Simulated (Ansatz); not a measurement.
# BP: the cost of one run

Method: DFT PBEsol, frozen-core PAW, scalar-relativistic unless said, in Ansatz 0.2.0.

7 further runs of the same task are left out: 7 set aside as unsound or not needed.

## Step 1: The structure to begin with

It takes space group F-43m (No. 216, cubic). Conventional cell: a = 4.538 Å, b = 4.538 Å, c = 4.538 Å, α = 90.00°, β = 90.00°, γ = 90.00°. Around B (site symmetry -43m) lie 4 P at 1.97 Å. Around P (site symmetry -43m) lie 4 B at 1.97 Å.

Coordinates:

```xyz
2
Lattice="2.2690 2.2690 0.0000 -2.2690 2.2690 0.0000 0.0000 2.2690 2.2690" Properties=species:S:1:pos:R:3 pbc="T T T"
B     0.0000    0.0000    0.0000
P     1.1345    3.4035    1.1345
```

Cartesian axes are those of the input's lattice vectors. The structure goes back to a database entry.

## Step 2: Cell and atoms relaxed, PAW

File input.yaml:

```yaml
crystal:
  lattice:
    - [2.269, 2.269, 0.0]
    - [-2.269, 2.269, 0.0]
    - [0.0, 2.269, 2.269]
  atoms:
    - { symbol: B, position: [0.0, 0.0, 0.0] }
    - { symbol: P, position: [0.75, 0.25, 0.5] }
kpoints:
  mp_grid: { grid: [12, 12, 12] }
scf:
  occupations: { method: fermi_dirac, width: 0.08 }
hamiltonian:
  xc: pbesol
  pseudopotentials: { kind: paw }
relax:
  f_tol: 0.002
  max_steps: 80
  cell: {}
output:
  forces: true
  stress: true
```

Command:

```console
$ ansatz run input.yaml --threads 1 --pin off --max-ram 3072MiB --backend cpu --events-out ev --progress --plain --runs-dir out
```

**Question.** How long does this run take on 1 thread of Arm Neoverse V2, shared host, and how much memory does it need?

About 5.3 s, with a peak of 0.29 GiB.
